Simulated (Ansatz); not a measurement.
CdS (zincblende) at its r2SCAN geometry, run in the plane-wave code Ansatz at 2 levels of theory. Calculated for a static, non-magnetic cell.

The PBE+SOC input:
```yaml
crystal:
  lattice:
    - [0.0, 2.9392146858, 2.9392146858]
    - [2.9392146858, 0.0, 2.9392146858]
    - [2.9392146858, 2.9392146858, 0.0]
  atoms:
    - { symbol: Cd, position: [0.0, 0.0, 0.0] }
    - { symbol: S, position: [0.25, 0.25, 0.25] }
kpoints:
  mp_grid: { grid: [8, 8, 8] }
  band_path:
    path:
      - [0.0, 0.0, 0.0]
      - [-0.5, -0.5, 0.0]
      - [-0.375, -0.375, 0.25]
      - [-0.375, 0.0, 0.375]
      - [0.0, 0.0, 0.5]
      - [-0.5, -0.25, 0.25]
    npoints: 1
hamiltonian:
  xc: pbe
scf:
  occupations: { method: fermi_dirac, width: 0.02 }
  n_extra_bands: 8
magnetization:
  noncollinear: true
  spin_orbit: true
output:
  forces: true
  stress: true
  eigenvalues: true
```

Main results, then, where recorded, the levels near the gap in eV from the Fermi energy (columns number the bands from 0), one row a point of the path (Γ, X, U, K, L, W):
```
Crystal: 2 atoms, lattice volume = 50.784 Å³
Symmetry: 24 space group operations + 24 with time reversal
Magnetic group: BNS 216.75 (UNI 1577)
```
```
Basis set: ecut = 420 eV, 965 PW (Γ)
Bands: 34, of which v1, the nominal top of the filled ones, is band 26 counted from 1 (25 counted from 0)
k-points: 29 of 512 (time reversal used)
Free energy (F): -9160.517281 eV
Fermi energy:    7.149096 eV
--- Stress (GPa, compression-positive) ---
        1.328881       0.000000       0.000000
        0.000000       1.328881       0.000000
        0.000000       0.000000       1.328881
  P = ⅓ Tr σ = 1.3289 GPa (13.289 kbar)
```
```tsv
band_16	band_17	band_18	band_19	band_20	band_21	band_22	band_23	band_24	band_25	band_26	band_27	band_28	band_29	band_30	band_31
-7.610	-7.610	-7.610	-7.610	-0.593	-0.593	-0.547	-0.547	-0.547	-0.547	0.532	0.532	5.681	5.681	6.096	6.096
-7.526	-7.526	-7.172	-7.172	-4.406	-4.406	-2.372	-2.372	-2.355	-2.355	3.029	3.029	3.762	3.762	8.532	8.532
-7.566	-7.489	-7.158	-7.015	-4.398	-4.365	-3.016	-2.967	-2.034	-2.018	3.669	3.677	4.817	4.832	7.831	7.886
-7.566	-7.489	-7.158	-7.015	-4.398	-4.365	-3.016	-2.967	-2.034	-2.018	3.669	3.677	4.817	4.832	7.831	7.886
-7.502	-7.502	-7.220	-7.220	-4.821	-4.821	-1.304	-1.304	-1.261	-1.261	2.413	2.413	6.331	6.331	6.506	6.506
-7.549	-7.515	-7.117	-6.974	-4.362	-4.335	-2.771	-2.689	-2.677	-2.651	4.743	4.778	4.854	4.883	6.498	6.708
```

With PBE+SOC the gap is 1.08 eV and direct, at Γ.

Q: Another run on the same cell gave
```
Basis set: ecut = 500 eV, 1243 PW (Γ)
Bands: 17, of which v1, the nominal top of the filled ones, is band 13 counted from 1 (12 counted from 0)
k-points: 29 of 512 (time reversal used)
Free energy (F): -9175.610285 eV
Fermi energy:    6.317180 eV
--- Stress (GPa, compression-positive) ---
       -0.017991       0.000000       0.000000
        0.000000      -0.017991       0.000000
        0.000000       0.000000      -0.017991
  P = ⅓ Tr σ = -0.0180 GPa (-0.180 kbar)
```
```tsv
band_8	band_9	band_10	band_11	band_12	band_13	band_14	band_15
-7.443	-7.443	0.000	0.000	0.000	1.543	7.069	7.069
-7.361	-7.006	-3.865	-1.835	-1.835	3.889	4.737	9.649
-7.400	-6.886	-3.827	-2.482	-1.491	4.608	5.823	8.880
-7.400	-6.886	-3.827	-2.482	-1.491	4.608	5.823	8.880
-7.408	-7.074	-4.306	-0.730	-0.730	3.444	7.470	7.470
-7.434	-6.837	-3.787	-2.197	-2.162	5.727	5.857	7.746
```
Which level of theory and mesh gave it?

A: It is r2SCAN, on 8×8×8; the blocks that differ from the first input, but for the band path:
```yaml
hamiltonian:
  xc: r2scan
scf:
  occupations: { method: fixed }
  n_extra_bands: 4
```
(magnetization left out)
With r2SCAN the gap is 1.54 eV and direct, at Γ. The mean stress is close to zero (-0.02 GPa).

Totals of different functionals, or with and without spin-orbit coupling, can't be compared.

Only the levels marked +SOC include spin-orbit coupling.
